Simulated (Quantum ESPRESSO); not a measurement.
# GaP (F-43m) in Quantum ESPRESSO: equation of state

How stiff is GaP in PBE, and what volume does it want? The cell is scaled to several volumes.

All numbers are computed with Quantum ESPRESSO 7.5; they aren't measurements. Logs are shortened: lines on timing, memory, paths and dates and some standing lists are left out, and cuts for length are marked.

**Measured values to compare with.**

From “Phosphorous dimerization in GaP at high pressure”, 2017, arxiv:1709.06667, for a bulk crystal of GaP: bulk modulus 87.5 ± 0.6 GPa.

The results are compared with them further down.

## 1. The crystal as given

It takes space group F-43m (No. 216, cubic). Conventional cell: a = 5.451 Å, b = 5.451 Å, c = 5.451 Å, α = 90.00°, β = 90.00°, γ = 90.00°. Around Ga (site symmetry -43m) lie 4 P at 2.36 Å. P (site symmetry -43m) is surrounded by 4 Ga at 2.36 Å.

## 2. Single point, PBE, 19.03 Å³/atom

pw.in reads:

```
&CONTROL
  calculation = 'scf'
  prefix = 'pwscf'
  outdir = './tmp'
  pseudo_dir = './pseudo'
  tprnfor = .true.
  tstress = .true.
  disk_io = 'nowf'
/
&SYSTEM
  ibrav = 0
  nat = 2
  ntyp = 2
  ecutwfc = 70
  ecutrho = 560
  nbnd = 15
  occupations = 'smearing'
  smearing = 'fd'
  degauss = 0.00367493
/
&ELECTRONS
  conv_thr = 4d-10
  electron_maxstep = 120
  mixing_beta = 0.5
/
ATOMIC_SPECIES
Ga    69.7230 Ga.pbe-dn-kjpaw_psl.1.0.0.UPF
P     30.9738 P.pbe-n-rrkjus_psl.1.0.0.UPF
CELL_PARAMETERS angstrom
   0.0000000000    2.6696170428    2.6696170428
   2.6696170428    0.0000000000    2.6696170428
   2.6696170428    2.6696170428    0.0000000000
ATOMIC_POSITIONS crystal
Ga     0.0000000000    0.0000000000    0.0000000000
P      0.7500000000    0.7500000000    0.7500000000
K_POINTS automatic
8 8 8 0 0 0
```

Potentials or basis: SSSP 1.3 efficiency PBE.

Launch:

```bash
$ OMP_NUM_THREADS=1 pw.x -in pw.in > pw.out
```

pw.out:

```text
This program is part of the open-source Quantum ESPRESSO suite
     for quantum simulation of materials; please cite
         "P. Giannozzi et al., J. Phys.:Condens. Matter 21 395502 (2009);
         "P. Giannozzi et al., J. Phys.:Condens. Matter 29 465901 (2017);
         "P. Giannozzi et al., J. Chem. Phys. 152 154105 (2020);
     in publications or presentations arising from this work. More details at

     file Ga.pbe-dn-kjpaw_psl.1.0.0.UPF: wavefunction(s)  4S renormalized
     Message from routine setup:
     using ibrav=0 with symmetry is DISCOURAGED, use correct ibrav instead

     Subspace diagonalization in iterative solution of the eigenvalue problem:
     a serial algorithm will be used

     G-vector sticks info
     --------------------
     sticks:   dense  smooth     PW     G-vecs:    dense   smooth      PW
     Sum        1957     967    301                57439    20179    3383

     Using Slab Decomposition

     bravais-lattice index     =            0
     lattice parameter (alat)  =       7.1345  a.u.
     unit-cell volume          =     256.7873 (a.u.)^3
     number of atoms/cell      =            2
     number of atomic types    =            2
     number of electrons       =        18.00
     number of Kohn-Sham states=           15
     kinetic-energy cutoff     =      70.0000  Ry
     charge density cutoff     =     560.0000  Ry
     scf convergence threshold =      4.0E-10
     mixing beta               =       0.5000
     number of iterations used =            8  plain     mixing
     Exchange-correlation= PBE
                           (   1   4   3   4   0   0   0)

     celldm(1)=   7.134488  celldm(2)=   0.000000  celldm(3)=   0.000000
     celldm(4)=   0.000000  celldm(5)=   0.000000  celldm(6)=   0.000000

     crystal axes: (cart. coord. in units of alat)
               a(1) = (   0.000000   0.707107   0.707107 )
               a(2) = (   0.707107   0.000000   0.707107 )
               a(3) = (   0.707107   0.707107   0.000000 )

     reciprocal axes: (cart. coord. in units 2 pi/alat)
               b(1) = ( -0.707107  0.707107  0.707107 )
               b(2) = (  0.707107 -0.707107  0.707107 )
               b(3) = (  0.707107  0.707107 -0.707107 )

     PseudoPot. # 1 for Ga read from file:
     Ga.pbe-dn-kjpaw_psl.1.0.0.UPF
     Pseudo is Projector augmented-wave + core cor, Zval = 13.0
     Generated using "atomic" code by A. Dal Corso  v.5.1
     Shape of augmentation charge: PSQ
     Using radial grid of 1205 points,  6 beta functions with:
                l(1) =   0
                l(2) =   0
                l(3) =   1
                l(4) =   1
                l(5) =   2
                l(6) =   2
     Q(r) pseudized with 0 coefficients

     PseudoPot. # 2 for P  read from file:
     P.pbe-n-rrkjus_psl.1.0.0.UPF
     Pseudo is Ultrasoft + core correction, Zval =  5.0
     Generated using "atomic" code by A. Dal Corso  v.5.1
     Using radial grid of 1147 points,  6 beta functions with:
                l(1) =   0
                l(2) =   0
                l(3) =   1
                l(4) =   1
                l(5) =   2
                l(6) =   2
     Q(r) pseudized with 0 coefficients

     atomic species   valence    mass     pseudopotential
     Ga               13.00    69.72300     Ga( 1.00)
     P                 5.00    30.97380     P ( 1.00)

     24 Sym. Ops. (no inversion) found

   Cartesian axes

     site n.     atom                  positions (alat units)
         1        Ga     tau(   1) = (   0.0000000   0.0000000   0.0000000  )
         2        P      tau(   2) = (   1.0606602   1.0606602   1.0606602  )

     number of k points=    29  Fermi-Dirac smearing, width (Ry)=  0.0037
                       cart. coord. in units 2pi/alat
        k(    1) = (   0.0000000   0.0000000   0.0000000), wk =   0.0039062
        k(    2) = (   0.0883883   0.0883883  -0.0883883), wk =   0.0312500
        k(    3) = (   0.1767767   0.1767767  -0.1767767), wk =   0.0312500
        k(    4) = (   0.2651650   0.2651650  -0.2651650), wk =   0.0312500
        k(    5) = (  -0.3535534  -0.3535534   0.3535534), wk =   0.0156250
        k(    6) = (   0.1767767   0.0000000   0.0000000), wk =   0.0234375
[... 21 lines left out ...]
        k(   28) = (  -0.7071068   0.1767767   0.0000000), wk =   0.0468750
        k(   29) = (  -0.7071068   0.3535534   0.0000000), wk =   0.0234375

     Dense  grid:    57439 G-vectors     FFT dimensions: (  54,  54,  54)

     Smooth grid:    20179 G-vectors     FFT dimensions: (  40,  40,  40)

     Initial potential from superposition of free atoms

     starting charge      17.9969, renormalised to      18.0000
     Starting wfcs are   13 randomized atomic wfcs +    2 random wfcs
     Checking if some PAW data can be deallocated...

     Self-consistent Calculation

     iteration #  1     ecut=    70.00 Ry     beta= 0.50
     Davidson diagonalization with overlap
     ethr =  1.00E-02,  avg # of iterations =  5.8

     Threshold (ethr) on eigenvalues was too large:
     Diagonalizing with lowered threshold

     Davidson diagonalization with overlap
     ethr =  3.71E-04,  avg # of iterations =  7.0

     total energy              =    -292.00890597 Ry
     estimated scf accuracy    <       0.07654459 Ry

     iteration #  2     ecut=    70.00 Ry     beta= 0.50
     Davidson diagonalization with overlap
     ethr =  4.25E-04,  avg # of iterations =  2.2
[... 78 lines left out ...]
     total energy              =    -292.02743604 Ry
     estimated scf accuracy    <          2.1E-09 Ry

     iteration # 14     ecut=    70.00 Ry     beta= 0.50
     Davidson diagonalization with overlap
     ethr =  1.06E-11,  avg # of iterations =  4.8

     End of self-consistent calculation

          k = 0.0000 0.0000 0.0000 (  2637 PWs)   bands (ev):

    -6.7661  -6.7661  -6.7661  -6.6468  -6.6468  -5.0849   7.8930   7.8930
     7.8930  10.2423  11.7561  11.7561  11.7561  16.9862  17.7012

          k = 0.0884 0.0884-0.0884 (  2559 PWs)   bands (ev):

    -6.7852  -6.7603  -6.7603  -6.6469  -6.6469  -4.8643   6.2450   7.6394
     7.6394  10.6760  12.1348  12.1348  12.5254  17.0635  17.0635
[... 128 lines left out ...]
    -6.9010  -6.7012  -6.6938  -6.6770  -6.6265  -1.7651   0.9418   4.4606
     4.5275  10.5987  10.8482  16.6617  16.7614  19.9439  20.0029

          k =-0.7071 0.3536 0.0000 (  2520 PWs)   bands (ev):

    -6.8890  -6.7185  -6.6940  -6.6655  -6.6363  -1.7051   1.0670   4.0121
     4.1593  12.6096  13.0245  14.0257  14.1775  19.9921  20.0436

     the Fermi energy is     8.6318 ev

!    total energy              =    -292.02743604 Ry
     estimated scf accuracy    <          2.5E-11 Ry
     smearing contrib. (-TS)   =      -0.00000000 Ry
     internal energy E=F+TS    =    -292.02743604 Ry

     The total energy is F=E-TS. E is the sum of the following terms:
     one-electron contribution =    -111.62316347 Ry
     hartree contribution      =      72.17721793 Ry
     xc contribution           =     -42.68879509 Ry
     ewald contribution        =     -98.48815028 Ry
     one-center paw contrib.   =    -111.40454513 Ry

     convergence has been achieved in  14 iterations

     Forces acting on atoms (cartesian axes, Ry/au):

     atom    1 type  1   force =     0.00000000   -0.00000000    0.00000000
     atom    2 type  2   force =     0.00000000    0.00000000    0.00000000

     Total force =     0.000000     Total SCF correction =     0.000000

     Computing stress (Cartesian axis) and pressure

          total   stress  (Ry/bohr**3)                   (kbar)     P=       86.01
   0.00058470   0.00000000   0.00000000           86.01        0.00        0.00
   0.00000000   0.00058470   0.00000000            0.00       86.01        0.00
   0.00000000   0.00000000   0.00058470            0.00        0.00       86.01

=------------------------------------------------------------------------------=
   JOB DONE.
=------------------------------------------------------------------------------=
```

Wall time 40 s (1 thread of AMD EPYC 9R14 (Zen 4), shared host); peak memory 0.27 GiB.

What came out:

```yaml
Free_energy: -3973.2357 eV
Pressure: 8.6 GPa
Band_gap_on_the_k_mesh: 1.52 eV, indirect (least direct gap 2.35 eV)
```

## 3. Single point, PBE, 19.43 Å³/atom

pw.in: that of step 2 with these lines changed.

```diff
@@ -29,5 +29,5 @@
 CELL_PARAMETERS angstrom
-   0.0000000000    2.6696170428    2.6696170428
-   2.6696170428    0.0000000000    2.6696170428
-   2.6696170428    2.6696170428    0.0000000000
+   0.0000000000    2.6884177822    2.6884177822
+   2.6884177822    0.0000000000    2.6884177822
+   2.6884177822    2.6884177822    0.0000000000
 ATOMIC_POSITIONS crystal
```

Potentials or basis: SSSP 1.3 efficiency PBE.

Launch:

```bash
$ OMP_NUM_THREADS=1 pw.x -in pw.in > pw.out
```

It took 36 s on 1 thread of AMD EPYC 9R14 (Zen 4), shared host; peak memory 0.28 GiB.

It converged, with:

* Free energy: -3973.2742 eV
* Pressure: 6.3 GPa
* Band gap on the k mesh: 1.57 eV, indirect (least direct gap 2.17 eV)

## 4. Single point, PBE, 19.84 Å³/atom

pw.in: that of step 3 with these lines changed.

```diff
@@ -29,5 +29,5 @@
 CELL_PARAMETERS angstrom
-   0.0000000000    2.6884177822    2.6884177822
-   2.6884177822    0.0000000000    2.6884177822
-   2.6884177822    2.6884177822    0.0000000000
+   0.0000000000    2.7069591804    2.7069591804
+   2.7069591804    0.0000000000    2.7069591804
+   2.7069591804    2.7069591804    0.0000000000
 ATOMIC_POSITIONS crystal
```

Launch:

```bash
$ OMP_NUM_THREADS=1 pw.x -in pw.in > pw.out
```

Run time: 35 s. Hardware: 1 thread of AMD EPYC 9R14 (Zen 4), shared host; peak memory 0.29 GiB.

It converged, with:

| Property | Result |
| --- | --- |
| Free energy | -3973.3016 eV |
| Pressure | 4.2 GPa |
| Band gap on the k mesh | 1.61 eV, indirect (least direct gap 2.00 eV) |

## 5. Single point, PBE, 20.24 Å³/atom

pw.in: that of step 4 with these lines changed.

```diff
@@ -29,5 +29,5 @@
 CELL_PARAMETERS angstrom
-   0.0000000000    2.7069591804    2.7069591804
-   2.7069591804    0.0000000000    2.7069591804
-   2.7069591804    2.7069591804    0.0000000000
+   0.0000000000    2.7252500000    2.7252500000
+   2.7252500000    0.0000000000    2.7252500000
+   2.7252500000    2.7252500000    0.0000000000
 ATOMIC_POSITIONS crystal
```

Launch:

```bash
$ OMP_NUM_THREADS=1 pw.x -in pw.in > pw.out
```

Wall time 33 s (1 thread of AMD EPYC 9R14 (Zen 4), shared host); peak memory 0.29 GiB.

Results (log left out):

```
Free energy            : -3973.3191 eV
Pressure               : 2.4 GPa
Band gap on the k mesh : 1.64 eV, indirect (least direct gap 1.83 eV)
```

## 6. Single point, PBE, 20.65 Å³/atom

pw.in: that of step 5 with these lines changed.

```diff
@@ -29,5 +29,5 @@
 CELL_PARAMETERS angstrom
-   0.0000000000    2.7252500000    2.7252500000
-   2.7252500000    0.0000000000    2.7252500000
-   2.7252500000    2.7252500000    0.0000000000
+   0.0000000000    2.7432985392    2.7432985392
+   2.7432985392    0.0000000000    2.7432985392
+   2.7432985392    2.7432985392    0.0000000000
 ATOMIC_POSITIONS crystal
```

Potentials or basis: SSSP 1.3 efficiency PBE.

Launch:

```bash
$ OMP_NUM_THREADS=1 pw.x -in pw.in > pw.out
```

It took 33 s on 1 thread of AMD EPYC 9R14 (Zen 4), shared host; peak memory 0.29 GiB.

It converged, with:

* Free energy: -3973.3276 eV
* Pressure: 0.7 GPa
* Band gap on the k mesh: 1.61 eV, indirect (least direct gap 1.67 eV)

## 7. Single point, PBE, 21.05 Å³/atom

pw.in: that of step 6 with these lines changed.

```diff
@@ -29,5 +29,5 @@
 CELL_PARAMETERS angstrom
-   0.0000000000    2.7432985392    2.7432985392
-   2.7432985392    0.0000000000    2.7432985392
-   2.7432985392    2.7432985392    0.0000000000
+   0.0000000000    2.7611126653    2.7611126653
+   2.7611126653    0.0000000000    2.7611126653
+   2.7611126653    2.7611126653    0.0000000000
 ATOMIC_POSITIONS crystal
```

Launch:

```bash
$ OMP_NUM_THREADS=1 pw.x -in pw.in > pw.out
```

Run time: 33 s. Hardware: 1 thread of AMD EPYC 9R14 (Zen 4), shared host; peak memory 0.3 GiB.

The run converged. Its results:

| Quantity | Value |
| --- | --- |
| Free energy | -3973.3282 eV |
| Pressure | -0.8 GPa |
| Band gap on the k mesh | 1.51 eV, direct |

## 8. Single point, PBE, 21.45 Å³/atom

pw.in: that of step 7 with these lines changed.

```diff
@@ -29,5 +29,5 @@
 CELL_PARAMETERS angstrom
-   0.0000000000    2.7611126653    2.7611126653
-   2.7611126653    0.0000000000    2.7611126653
-   2.7611126653    2.7611126653    0.0000000000
+   0.0000000000    2.7786998443    2.7786998443
+   2.7786998443    0.0000000000    2.7786998443
+   2.7786998443    2.7786998443    0.0000000000
 ATOMIC_POSITIONS crystal
```

Launch:

```bash
$ OMP_NUM_THREADS=1 pw.x -in pw.in > pw.out
```

It took 39 s on 1 thread of AMD EPYC 9R14 (Zen 4), shared host; peak memory 0.3 GiB.

It converged, with:

- Free energy: -3973.3215 eV
- Pressure: -2.1 GPa
- Band gap on the k mesh: 1.35 eV, direct

## 9. Equation of state, PBE

Potentials or basis: SSSP 1.3 efficiency PBE.

No new run: the results of the series are fitted here.

Results:

- Equilibrium volume: 20.88 Å³/atom
- Bulk modulus: 77 GPa
- Pressure derivative of the bulk modulus: 4.5

Energy against volume, from the lowest point:
| volume (Å³/atom) | energy (meV/atom) |
| --- | --- |
| 19.026 | 46.25 |
| 19.431 | 27.01 |
| 19.836 | 13.30 |
| 20.240 | 4.56 |
| 20.645 | 0.28 |
| 21.050 | 0.00 |
| 21.455 | 3.32 |

PBE usually gives volumes a little too large and moduli too small.

## 10. Against experiment

Step 9. A measured bulk modulus of GaP is 87.5 GPa (“Phosphorous dimerization in GaP at high pressure”, 2017, arxiv:1709.06667); the calculated 77 GPa misses it by -12.2 %. The fit is for a static lattice scaled at fixed shape and fixed fractional positions.
